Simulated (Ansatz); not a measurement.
SnSe:

```xyz
2
Lattice="0.0000 3.0100 3.0100 3.0100 0.0000 3.0100 3.0100 3.0100 0.0000" Properties=species:S:1:pos:R:3 pbc="T T T"
Sn    0.0000    0.0000    0.0000
Se    3.0100    3.0100    3.0100
```

Measurements of this composition are mostly on another form, of space group No. 62.

Base run:

| Item | Value |
| --- | --- |
| Program | Ansatz 0.2.0 |
| Functional | RPBE |
| Potentials or basis | Ansatz PAW |
| Cutoff | 420 eV (not typed: the program's choice for these potentials) |
| k mesh | 8 × 8 × 8 |
| Occupations | fermi-dirac, width 0.05 eV |
| Spin | no spin polarisation |

Its results: pressure 2.6 GPa.

Q: The run is repeated on the same cell with these changes: functional from RPBE to PBE; cutoff from 420 eV (not typed: the program's choice for these potentials) to 500 eV. What comes out?

A: Pressure 0.9 GPa.

PBE binds more tightly than RPBE, so the same cell stands under less pressure.

Caveats: the PAW data sets come from PBE, with cores solved anew for the run's functional, which leaves a small shift of forces and pressure (some runs).
